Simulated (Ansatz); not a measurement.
# Si: a strain scan

This session takes Si and sets out to strain the cell along the Voigt pattern (1, -1, 0, 0, 0, 0).

Method: DFT LDA, scalar-relativistic, plane waves, PAW, in Ansatz 0.2.0.

1 further run of the same task is left out (set aside as unsound or not needed). Runs told in other sessions of the task aren't counted.

### Step 1. The starting structure

Symmetry: P6_3/mmc, No. 194, hexagonal system. Conventional cell: a = 3.802 Å, b = 3.802 Å, c = 6.289 Å, α = 90.00°, β = 90.00°, γ = 120.00°. Si (site symmetry 3m) has 4 Si at 2.33 to 2.35 Å in its first shell of neighbours.

As a file:

```cif
data_structure
_symmetry_space_group_name_H-M 'P6_3/mmc'
_symmetry_Int_Tables_number 194
_cell_length_a 3.8020
_cell_length_b 3.8020
_cell_length_c 6.2891
_cell_angle_alpha 90.000
_cell_angle_beta 90.000
_cell_angle_gamma 120.000
_cell_volume 78.73
loop_
_atom_site_label
_atom_site_type_symbol
_atom_site_symmetry_multiplicity
_atom_site_Wyckoff_symbol
_atom_site_fract_x
_atom_site_fract_y
_atom_site_fract_z
_atom_site_occupancy
Si1 Si 4 f 0.33333 0.66667 0.06303 1
```

It goes back to an entry of the Materials Project, which need not be the stable form.

This cell was relaxed beforehand with the same method: volume 19.68 Å³/atom, gap on the mesh 0.27 eV.

### Step 2. Zero of energy

The reference gives a free energy of -2434.5539 eV, pressure 0.01 GPa, largest force 0.001 eV/Å and gap on the mesh 0.27 eV. It was computed beforehand with the settings of the runs below.

### Step 3. The scan: a strain scan

The cell is strained by ε times the Voigt pattern (1, -1, 0, 0, 0, 0) (xx, yy, zz, yz, xz, xy; engineering shear), with fractional coordinates fixed (clamped ions). The stress on the pattern is the sum of the stress components weighted by it, tension positive.

### Step 4. At ε = -0.1000

Contents of input.yaml:

```yaml
crystal:
  lattice:
    - [3.4217779264, 0.0, 0.0]
    - [-1.7108889632, 3.6218680793, 0.0]
    - [0.0, 0.0, 6.2891202194]
  atoms:
    - { symbol: Si, position: [0.3333333333, 0.6666666667, 0.0630332926] }
    - { symbol: Si, position: [0.6666666667, 0.3333333333, 0.5630332926] }
    - { symbol: Si, position: [0.3333333333, 0.6666666667, 0.4369667074] }
    - { symbol: Si, position: [0.6666666667, 0.3333333333, 0.9369667074] }
basis:
  ecutwfc: 420
kpoints:
  mp_grid: { grid: [12, 12, 6] }
hamiltonian:
  xc: lda
scf:
  occupations: { method: gaussian, width: 0.03 }
output:
  forces: true
  stress: true
  eigenvalues: true
```

The run is started by

```sh
> ansatz run input.yaml --threads 1 --pin off --max-ram 2560MiB --backend cpu --events-out ev --progress --plain --runs-dir out
```

### Step 5. Point ε = 0.0750

Edit input.yaml of step 4 so:

```diff
@@ -2,4 +2,4 @@
   lattice:
-    - [3.4217779264, 0.0, 0.0]
-    - [-1.7108889632, 3.6218680793, 0.0]
+    - [4.0871236343, 0.0, 0.0]
+    - [-2.0435618171, 3.045661794, 0.0]
     - [0.0, 0.0, 6.2891202194]
```

### Step 6. At ε = -0.0500

Edit input.yaml of step 5 so:

```diff
@@ -2,4 +2,4 @@
   lattice:
-    - [4.0871236343, 0.0, 0.0]
-    - [-2.0435618171, 3.045661794, 0.0]
+    - [3.6118767001, 0.0, 0.0]
+    - [-1.80593835, 3.4572377121, 0.0]
     - [0.0, 0.0, 6.2891202194]
```

### Step 7. Point ε = 0.0250

Edit input.yaml of step 6 so:

```diff
@@ -2,4 +2,4 @@
   lattice:
-    - [3.6118767001, 0.0, 0.0]
-    - [-1.80593835, 3.4572377121, 0.0]
+    - [3.8970248606, 0.0, 0.0]
+    - [-1.9485124303, 3.2102921612, 0.0]
     - [0.0, 0.0, 6.2891202194]
```

### Step 8. At ε = 0.1000

Edit input.yaml of step 7 so:

```diff
@@ -2,4 +2,4 @@
   lattice:
-    - [3.8970248606, 0.0, 0.0]
-    - [-1.9485124303, 3.2102921612, 0.0]
+    - [4.1821730211, 0.0, 0.0]
+    - [-2.0910865106, 2.9633466104, 0.0]
     - [0.0, 0.0, 6.2891202194]
```

### Step 9. Point ε = -0.0750

Edit input.yaml of step 8 so:

```diff
@@ -2,4 +2,4 @@
   lattice:
-    - [4.1821730211, 0.0, 0.0]
-    - [-2.0910865106, 2.9633466104, 0.0]
+    - [3.5168273132, 0.0, 0.0]
+    - [-1.7584136566, 3.5395528957, 0.0]
     - [0.0, 0.0, 6.2891202194]
```

### Step 10. Point ε = 0.0500

Edit input.yaml of step 9 so:

```diff
@@ -2,4 +2,4 @@
   lattice:
-    - [3.5168273132, 0.0, 0.0]
-    - [-1.7584136566, 3.5395528957, 0.0]
+    - [3.9920742474, 0.0, 0.0]
+    - [-1.9960371237, 3.1279769776, 0.0]
     - [0.0, 0.0, 6.2891202194]
```

### Step 11. At ε = -0.0250

Edit input.yaml of step 10 so:

```diff
@@ -2,4 +2,4 @@
   lattice:
-    - [3.9920742474, 0.0, 0.0]
-    - [-1.9960371237, 3.1279769776, 0.0]
+    - [3.7069260869, 0.0, 0.0]
+    - [-1.8534630435, 3.3749225285, 0.0]
     - [0.0, 0.0, 6.2891202194]
```

### Step 12. Point ε = 0.0875

Edit input.yaml of step 11 so:

```diff
@@ -2,4 +2,4 @@
   lattice:
-    - [3.7069260869, 0.0, 0.0]
-    - [-1.8534630435, 3.3749225285, 0.0]
+    - [4.1346483277, 0.0, 0.0]
+    - [-2.0673241639, 3.0045042022, 0.0]
     - [0.0, 0.0, 6.2891202194]
```

(Steps that only read results are left out.)

Before running it: what results should come out? Wanted: slope of the stress at ε = 0, over ±0.0250.

The runs gave:

| quantity | value |
| --- | --- |
| slope of the stress at ε = 0, over ±0.0250 | 357 GPa |

In words: From the stress slope, C11 + C22 − 2 C12 is about 357 GPa with the ions clamped; letting the atoms relax could not make it stiffer. No sampled point lies below the undisturbed cell. The gap on the mesh, 0.27 eV at the start, reads zero at ε = -0.1000.
